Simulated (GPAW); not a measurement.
Here is a GPAW 26.7.0 calculation.

File POSCAR:

```
HgSe
1.0
    0.0000000000      3.0390000000      3.0390000000
    3.0390000000      0.0000000000      3.0390000000
    3.0390000000      3.0390000000      0.0000000000
Hg Se
1 1
Direct
    0.0000000000      0.0000000000      0.0000000000
    0.7500000000      0.7500000000      0.7500000000
```

Potentials or basis: GPAW PAW data sets (gpaw-data 1.2.1), pw.

The run is started by

```sh
$ OMP_NUM_THREADS=1 gpaw run POSCAR -p 'mode=PW(600),xc=PBE,kpts={size:(8,8,8),gamma:True},occupations={name:fermi-dirac,width:0.05},nbands=18,convergence={density:1e-05,energy:1e-05},maxiter=150,txt=gpaw.txt' --properties efs -w gs.gpw
```

Question: What does it give for the pressure?

Answer: 5.1 GPa.

Question: What does it give for the band gap on the k mesh?

Answer: None (metal or under the smearing width).

The run has no spin-orbit coupling, so splittings on Hg are missing.
